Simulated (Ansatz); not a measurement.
# Cu in Ansatz: further runs

The runs below take Cu through single point, equation of state, with PBE+D4.

Program: Ansatz 0.2.0. These are calculated values, not measurements. Logs are shortened: lines on timing, memory, paths and dates and some standing lists are left out, and cuts for length are marked.

**1. The structure**

The cell holds a slab with vacuum, 6 atoms: a = 2.504 Å, b = 2.504 Å, c = 24.576 Å, α = 90.00°, β = 90.00°, γ = 120.00°.

**2. Single point, PBE+D4, 20.90 Å³/atom (volume scaled by 0.94)**

input.yaml

```yaml
crystal:
  lattice:
    - [2.4525488158, 0.0, 0.0]
    - [-1.2262744079, 2.1239695786, 0.0]
    - [0.0, 0.0, 24.0739058624]
  atoms:
    - { symbol: Cu, position: [0.3333333333, 0.6666666667, 0.71038558] }
    - { symbol: Cu, position: [0.6666666667, 0.3333333333, 0.54200914] }
    - { symbol: Cu, position: [0.0, 0.0, 0.62623555] }
    - { symbol: Cu, position: [0.3333333333, 0.6666666667, 0.45799086] }
    - { symbol: Cu, position: [0.6666666667, 0.3333333333, 0.28961442] }
    - { symbol: Cu, position: [0.0, 0.0, 0.37376445] }
hamiltonian:
  xc: pbe
  pseudopotentials: { kind: paw }
  dispersion: d4
kpoints:
  mp_grid: { grid: [12, 12, 2] }
scf:
  occupations: { method: fermi_dirac, width: 0.02 }
output:
  forces: true
  stress: true
  eigenvalues: true
```

Potentials or basis: Ansatz PAW.

On the command line:

```sh
ansatz run input.yaml --threads 2 --pin off --max-ram 5632MiB --backend cpu --events-out ev --progress --plain --runs-dir out
```

Output:

```text
Warning: RAYON_NUM_THREADS=2 ignored (pool sized by the plan → 2); use --threads N
Engine: ansatz 0.2.0, x86_64-unknown-linux-gnu
Pseudopotentials: kind: paw
Pseudopotential: Cu, paw, valence charge 19, recommended cutoff 420 eV (normal), Cu.paw.azcp
Functional definition: PBE
  parameter kappa = 0.804
  parameter beta = 0.06672455060314922
  exchange = pbe_x(kappa = kappa, mu = beta*pi^2/3)
  correlation = pbe_c(beta = beta)
Crystal: 6 atoms, lattice volume = 125.404 Å³
Basis set: ecut = 420 eV, 2367 PW (Γ), exchange–correlation on 36×36×324 points (8 copies of the dense FFT grid, shifted against one another)
Bands: 69, of which v1, the nominal top of the filled ones, is band 57 counted from 1 (56 counted from 0)
Symmetry: 12 space group operations
Space group: P-3m1 (ITA 164), of the structure as read, at distance tolerance 5.0e-5 Å
k-points: 38 of 288
Non-local potential: Cu, projectors of the file, l = 0: 3, l = 1: 2, l = 2: 3, l = 3: 1
PAW form: soft (Blöchl's): semilocal exchange-correlation on the pseudo side does not see the compensation charge
PAW one-centre angular grid: Cu, 590 points (default); XC on 64 Gauss nodes
Initial density: superposition of atomic densities (neutral atoms: chi_scale 0, normalization atom), corrected by the library's trained network
Initial wavefunctions: pseudopotential atomic-orbital guess
Functional: x = pbe(κ = 0.804, μ = 0.2195149727645171), c = pbe(β = 0.06672455060314922)
SCF iter   1: F=—  HF=-39752.862524 eV  |F-HF|=—  |Δ(HF+E_count)|=         —  Δρ=3.24e-3  dr2=7.00e-2  ethr=1.77e-3  ⟨swp⟩=7.5  Hψ=11135  notcnv=0  defer=32
preconditioner: auto → LDOS  [metal: Δε(μ)=0.014 eV  Ē_g=9.742 eV  σ=0.020 eV  W_gap=0.18  n_scr=20 (ndim 8)  ℏωp=26.9 eV  f_vac=0.462  D(μ)=6.54/eV (n_scr^D=64)  β→1.0]
SCF iter   2: F=—  HF=-39752.863826 eV  |F-HF|=—  |Δ(HF+E_count)|=   1.30e-3  Δρ=5.77e-3  dr2=3.14e-2  ethr=6.14e-5  ⟨swp⟩=3.6  Hψ=5080  notcnv=0  defer=184
SCF iter   3: F=—  HF=-39752.860489 eV  |F-HF|=—  |Δ(HF+E_count)|=   3.34e-3  Δρ=1.32e-3  dr2=6.03e-3  ethr=2.75e-5  ⟨swp⟩=2.4  Hψ=3854  notcnv=0  defer=146
automatic band count: iteration 3 solves 68 bands in place of 69: the levels show a gap, and the empty bands left out lie too high to hold charge; the band table lists the bands solved (type scf.n_extra_bands for more)
SCF iter   4: F=—  HF=-39752.860810 eV  |F-HF|=—  |Δ(HF+E_count)|=   3.21e-4  Δρ=1.93e-3  dr2=8.22e-3  ethr=5.29e-6  ⟨swp⟩=2.5  Hψ=3972  notcnv=0  defer=146
SCF iter   5: F=—  HF=-39752.860324 eV  |F-HF|=—  |Δ(HF+E_count)|=   4.87e-4  Δρ=1.13e-3  dr2=2.65e-3  ethr=5.29e-6  ⟨swp⟩=2.6  Hψ=3321  notcnv=0  defer=146
SCF iter   6: F=—  HF=-39752.860207 eV  |F-HF|=—  |Δ(HF+E_count)|=   1.16e-4  Δρ=6.27e-4  dr2=1.12e-3  ethr=2.32e-6  ⟨swp⟩=1.6  Hψ=2613  notcnv=0  defer=146
SCF iter   7: F=—  HF=-39752.860200 eV  |F-HF|=—  |Δ(HF+E_count)|=   7.30e-6  Δρ=3.37e-4  dr2=3.91e-4  ethr=9.86e-7  ⟨swp⟩=2.3  Hψ=2927  notcnv=0  defer=146
SCF iter   8: F=—  HF=-39752.860191 eV  |F-HF|=—  |Δ(HF+E_count)|=   8.49e-6  Δρ=1.44e-4  dr2=9.52e-5  ethr=3.43e-7  ⟨swp⟩=2.2  Hψ=3054  notcnv=0  defer=146
SCF iter   9: F=—  HF=-39752.860176 eV  |F-HF|=—  |Δ(HF+E_count)|=   1.54e-5  Δρ=3.04e-5  dr2=2.02e-6  ethr=8.35e-8  ⟨swp⟩=2.3  Hψ=2939  notcnv=0  defer=146
SCF iter  10: F=—  HF=-39752.860178 eV  |F-HF|=—  |Δ(HF+E_count)|=   2.24e-6  Δρ=2.54e-5  dr2=9.02e-7  ethr=1.77e-9  ⟨swp⟩=2.3  Hψ=3891  notcnv=0  defer=146
SCF iter  11: F=—  HF=-39752.860179 eV  |F-HF|=—  |Δ(HF+E_count)|=   6.59e-7  Δρ=1.76e-5  dr2=4.78e-7  ethr=7.91e-10  ⟨swp⟩=2.0  Hψ=3648  notcnv=0  defer=146
SCF iter  12: F=—  HF=-39752.860179 eV  |F-HF|=—  |Δ(HF+E_count)|=   4.49e-7  Δρ=1.19e-5  dr2=2.73e-7  ethr=4.19e-10  ⟨swp⟩=2.1  Hψ=3726  notcnv=0  defer=146
SCF iter  13: F=-39752.860179 eV  HF=-39752.860179 eV  |F-HF|=2.05e-8  |Δ(HF+E_count)|=   1.79e-8  Δρ=4.62e-6  dr2=4.58e-8  ethr=8.77e-11  ⟨swp⟩=10.9  Hψ=12823  notcnv=0
SCF 1 converged in 13 iterations: F = -39752.860179 eV  dr2 = 4.58e-8
SCF converged after 13 iterations
Free energy (F): -39752.860179 eV
Harris-Foulkes:  -39752.860179 eV  (|F-HF|=2.05e-8)
Internal energy: -39752.851943 eV  (E = F + TS)
E sigma→0 (E₀):  -39752.856061 eV
Entropy (-TS):   -0.008236 eV (-1.373 meV/atom)
Fermi energy:    7.480422 eV
--- Per-component energies (eV) ---
  E_band       = -3251.813299
  E_kinetic    = 1807.161747
  E_local      = -250010.660553  (includes V_loc(G=0)·N_el)
  E_nonlocal   = 2335.753612
  E_hartree    = 123008.281452
  E_xc         = -541.048945
  E_vxc        = -698.434698  (∫ρ·V_xc dr)
  E_paw        = -9972.704633  (= ΣΔE_a)
  E_vpaw       = -2702.213584  (= ΣTr[D̂ρ^β])
  E_aug_tail   = 0.001872  (compensation charges beyond the density's cutoff)
  E_ewald      = 93623.540704
  E_disp       = -3.177200  (pairwise vdW)
  E_smearing   = -0.008236  (= −TS)
  E_closure    = -0.000000  (closes the sum)
  Σ components = -39752.860179   (vs F -39752.860179, Δ=0.00e0)
--- Forces (eV/Å), atoms counted from 1 ---
  atom   1  Cu     0.00000000     0.00000000     0.44928781
  atom   2  Cu     0.00000000     0.00000000     0.01200902
  atom   3  Cu    -0.00000000     0.00000000    -0.06668794
  atom   4  Cu     0.00000000    -0.00000000    -0.01200902
  atom   5  Cu     0.00000000    -0.00000000    -0.44928781
  atom   6  Cu     0.00000000    -0.00000000     0.06668794
  max |Σ_I F_I| component: 2.31e-18 eV/Å
--- Stress (GPa, compression-positive) ---
        6.383633       0.000000       0.000000
       -0.000000       6.383633       0.000000
        0.000000       0.000000       5.318993
  P = ⅓ Tr σ = 6.0288 GPa (60.288 kbar)
--- Band table (eV; the first three rows and the last of 38) ---
  k-point 0: bands = ["-105.5036", "-105.5033", "-105.4770", "-105.4661", "-105.2089", "-105.2089", "-62.9277", "-62.8986", "-62.8471", "-62.8051", "-62.8051", "-62.8049", "-62.8049", "-62.7951", "-62.7728", "-62.7728", "-62.7614", "-62.7614", "-62.5504", "-62.5504", "-62.5504", "-62.5504", "-62.5021", "-62.5021", "-2.6963", "-2.0188", "-0.9462", "0.2971", "1.2431", "1.5593", "3.7558", "3.7975", "3.9484", "4.0069", "4.0069", "4.0597", "4.0597", "4.0708", "4.1127", "4.1127", "4.1531", "4.1531", "4.3614", "4.3614", "4.3793", "4.3793", "4.6333", "4.9955", "4.9955", "5.0226", "5.0226", "5.1673", "5.1673", "5.4091", "5.4091", "5.6075", "5.6075", "5.6779", "5.6779", "6.2379", "6.6506", "11.7889", "11.8212", "13.1740", "13.3162", "15.4079", "15.7072", "18.3519"]
  k-point 1: bands = ["-105.5036", "-105.5033", "-105.4770", "-105.4661", "-105.2090", "-105.2089", "-62.9277", "-62.8986", "-62.8471", "-62.8051", "-62.8051", "-62.8049", "-62.8049", "-62.7951", "-62.7728", "-62.7728", "-62.7614", "-62.7614", "-62.5504", "-62.5504", "-62.5504", "-62.5504", "-62.5021", "-62.5021", "-2.6963", "-2.0188", "-0.9462", "0.2971", "1.2431", "1.5593", "3.7558", "3.7975", "3.9484", "4.0069", "4.0069", "4.0597", "4.0597", "4.0708", "4.1127", "4.1127", "4.1531", "4.1531", "4.3613", "4.3613", "4.3793", "4.3793", "4.6333", "4.9955", "4.9955", "5.0226", "5.0226", "5.1673", "5.1673", "5.4091", "5.4091", "5.6075", "5.6075", "5.6779", "5.6779", "6.2379", "6.6507", "11.6495", "12.0799", "12.6883", "14.0402", "14.5308", "16.8571", "17.0961"]
  k-point 2: bands = ["-105.5024", "-105.5021", "-105.4758", "-105.4652", "-105.2078", "-105.2078", "-62.9248", "-62.8971", "-62.8480", "-62.8153", "-62.8130", "-62.8075", "-62.8071", "-62.7956", "-62.7802", "-62.7752", "-62.7697", "-62.7633", "-62.5591", "-62.5591", "-62.5526", "-62.5526", "-62.5012", "-62.5011", "-2.4523", "-1.7809", "-0.7189", "0.5097", "1.4358", "1.7262", "3.6538", "3.7033", "3.8972", "3.9179", "3.9556", "4.0266", "4.1000", "4.1272", "4.1322", "4.1506", "4.1958", "4.2374", "4.2680", "4.3495", "4.3945", "4.4399", "4.4657", "4.8959", "4.9090", "5.0271", "5.0382", "5.1752", "5.1829", "5.2512", "5.3800", "5.4091", "5.6075", "5.6820", "5.8308", "6.8247", "7.3668", "11.9581", "12.0477", "13.3507", "13.5295", "15.6304", "15.8983", "18.5763"]
  k-point 37: bands = ["-105.4839", "-105.4838", "-105.4541", "-105.4541", "-105.1905", "-105.1905", "-62.9063", "-62.9063", "-62.9007", "-62.9007", "-62.8887", "-62.8768", "-62.8672", "-62.8672", "-62.8427", "-62.8316", "-62.8173", "-62.8173", "-62.6425", "-62.6425", "-62.6409", "-62.6409", "-62.4869", "-62.4869", "2.8467", "2.8467", "2.8682", "2.9366", "2.9366", "2.9659", "2.9668", "3.0214", "3.0214", "3.2637", "3.2637", "3.7068", "3.7068", "3.7845", "3.8736", "4.2542", "4.2542", "4.3202", "4.3224", "4.8122", "4.8122", "4.8530", "5.0080", "5.0080", "5.4854", "5.4854", "5.5136", "5.5960", "5.5960", "5.6076", "11.1074", "11.1112", "11.1112", "11.4507", "11.4507", "12.1595", "12.2792", "13.1521", "13.1521", "13.3552", "14.2286", "14.2286", "16.0435", "16.0435"]
```

Wall time 26 s (2 threads of AMD EPYC (Zen 3), shared host); peak memory 0.57 GiB.

What came out:

```yaml
Free_energy: -39752.8602 eV
Largest_force: 0.449 eV/Å
Band_gap_on_the_k_mesh: none (metal or under the smearing width)
```

**3. Single point, PBE+D4, 21.35 Å³/atom (volume scaled by 0.96)**

input.yaml: that of step 2 with these lines changed.

```diff
@@ -2,5 +2,5 @@
   lattice:
-    - [2.4525488158, 0.0, 0.0]
-    - [-1.2262744079, 2.1239695786, 0.0]
-    - [0.0, 0.0, 24.0739058624]
+    - [2.4698208554, 0.0, 0.0]
+    - [-1.2349104277, 2.1389276036, 0.0]
+    - [0.0, 0.0, 24.2434459966]
   atoms:
```

Potentials or basis: Ansatz PAW.

On the command line:

```sh
ansatz run input.yaml --threads 2 --pin off --max-ram 5632MiB --backend cpu --events-out ev --progress --plain --runs-dir out
```

Run time: 26 s. Hardware: 2 threads of AMD EPYC (Zen 3), shared host; peak memory 0.58 GiB.

The run converged. Its results:

```yaml
Free_energy: -39752.9424 eV
Largest_force: 0.303 eV/Å
Band_gap_on_the_k_mesh: none (metal or under the smearing width)
```

**4. Single point, PBE+D4, 21.79 Å³/atom (volume scaled by 0.98)**

input.yaml: that of step 3 with these lines changed.

```diff
@@ -2,5 +2,5 @@
   lattice:
-    - [2.4698208554, 0.0, 0.0]
-    - [-1.2349104277, 2.1389276036, 0.0]
-    - [0.0, 0.0, 24.2434459966]
+    - [2.486854641, 0.0, 0.0]
+    - [-1.2434273205, 2.1536792946, 0.0]
+    - [0.0, 0.0, 24.4106474595]
   atoms:
@@ -24 +24,5 @@
   eigenvalues: true
+  write_density: true
+  write_potential: true
+  elf: true
+  volumetric_format: npy
```

On the command line:

```sh
ansatz run input.yaml --threads 2 --pin off --max-ram 5632MiB --backend cpu --events-out ev --progress --plain --runs-dir out
```

Wall time 34 s (2 threads of AMD EPYC (Zen 3), shared host); peak memory 0.59 GiB.

Results (log left out):

| Item | Value |
| --- | --- |
| Free energy | -39752.9910 eV |
| Largest force | 0.169 eV/Å |
| Band gap on the k mesh | none (metal or under the smearing width) |

**5. Single point, PBE+D4, 22.23 Å³/atom**

input.yaml: that of step 4 with these lines changed.

```diff
@@ -2,5 +2,5 @@
   lattice:
-    - [2.486854641, 0.0, 0.0]
-    - [-1.2434273205, 2.1536792946, 0.0]
-    - [0.0, 0.0, 24.4106474595]
+    - [2.5036582226, 0.0, 0.0]
+    - [-1.2518291113, 2.1682316232, 0.0]
+    - [0.0, 0.0, 24.57558927]
   atoms:
@@ -24,5 +24 @@
   eigenvalues: true
-  write_density: true
-  write_potential: true
-  elf: true
-  volumetric_format: npy
```

On the command line:

```sh
ansatz run input.yaml --threads 2 --pin off --max-ram 5632MiB --backend cpu --events-out ev --progress --plain --runs-dir out
```

Run time: 27 s. Hardware: 2 threads of AMD EPYC (Zen 3), shared host; peak memory 0.59 GiB.

Results (log left out):

- Free energy: -39753.0101 eV
- Largest force: 0.071 eV/Å
- Band gap on the k mesh: none (metal or under the smearing width)

**6. Single point, PBE+D4, 22.68 Å³/atom (volume scaled by 1.02)**

input.yaml: that of step 5 with these lines changed.

```diff
@@ -2,5 +2,5 @@
   lattice:
-    - [2.5036582226, 0.0, 0.0]
-    - [-1.2518291113, 2.1682316232, 0.0]
-    - [0.0, 0.0, 24.57558927]
+    - [2.5202392238, 0.0, 0.0]
+    - [-1.2601196119, 2.1825911915, 0.0]
+    - [0.0, 0.0, 24.73834626]
   atoms:
```

Potentials or basis: Ansatz PAW.

On the command line:

```sh
ansatz run input.yaml --threads 2 --pin off --max-ram 5632MiB --backend cpu --events-out ev --progress --plain --runs-dir out
```

Run time: 25 s. Hardware: 2 threads of AMD EPYC (Zen 3), shared host; peak memory 0.6 GiB.

The run converged. Its results:

```
Free energy            : -39753.0033 eV
Largest force          : 0.074 eV/Å
Band gap on the k mesh : none (metal or under the smearing width)
```

**7. Single point, PBE+D4, 23.12 Å³/atom (volume scaled by 1.04)**

input.yaml: that of step 6 with these lines changed.

```diff
@@ -2,5 +2,5 @@
   lattice:
-    - [2.5202392238, 0.0, 0.0]
-    - [-1.2601196119, 2.1825911915, 0.0]
-    - [0.0, 0.0, 24.73834626]
+    - [2.5366048722, 0.0, 0.0]
+    - [-1.2683024361, 2.1967642587, 0.0]
+    - [0.0, 0.0, 24.8989893733]
   atoms:
```

On the command line:

```sh
ansatz run input.yaml --threads 2 --pin off --max-ram 5632MiB --backend cpu --events-out ev --progress --plain --runs-dir out
```

Run time: 25 s. Hardware: 2 threads of AMD EPYC (Zen 3), shared host; peak memory 0.61 GiB.

It converged, with:

```
Free energy            : -39752.9737 eV
Largest force          : 0.181 eV/Å
Band gap on the k mesh : none (metal or under the smearing width)
```

**8. Single point, PBE+D4, 23.57 Å³/atom (volume scaled by 1.06)**

input.yaml: that of step 7 with these lines changed.

```diff
@@ -2,5 +2,5 @@
   lattice:
-    - [2.5366048722, 0.0, 0.0]
-    - [-1.2683024361, 2.1967642587, 0.0]
-    - [0.0, 0.0, 24.8989893733]
+    - [2.5527620267, 0.0, 0.0]
+    - [-1.2763810134, 2.210756765, 0.0]
+    - [0.0, 0.0, 25.0575859383]
   atoms:
```

On the command line:

```sh
ansatz run input.yaml --threads 2 --pin off --max-ram 5632MiB --backend cpu --events-out ev --progress --plain --runs-dir out
```

Run time: 32 s. Hardware: 2 threads of AMD EPYC (Zen 3), shared host; peak memory 0.6 GiB.

It converged, with:

```
Free energy            : -39752.9236 eV
Largest force          : 0.275 eV/Å
Band gap on the k mesh : none (metal or under the smearing width)
```

**9. Equation of state, PBE+D4**

Potentials or basis: Ansatz PAW.

No new run: the results of the series are fitted here.

Results:

```
Equilibrium volume                        : 22.33 Å³/atom
Bulk modulus at fixed shape and positions : 76 GPa
Pressure derivative of the bulk modulus   : 5.3
```

Energy against volume, from the lowest point:
```csv
volume (Å³/atom),energy (meV/atom)
20.901,24.98
21.345,11.29
21.790,3.18
22.235,0.00
22.680,1.13
23.124,6.07
23.569,14.42
```

Caveat: the cell was scaled at fixed shape and fractional positions, which overstates the stiffness of a crystal with free parameters, most of all of layers and chains.
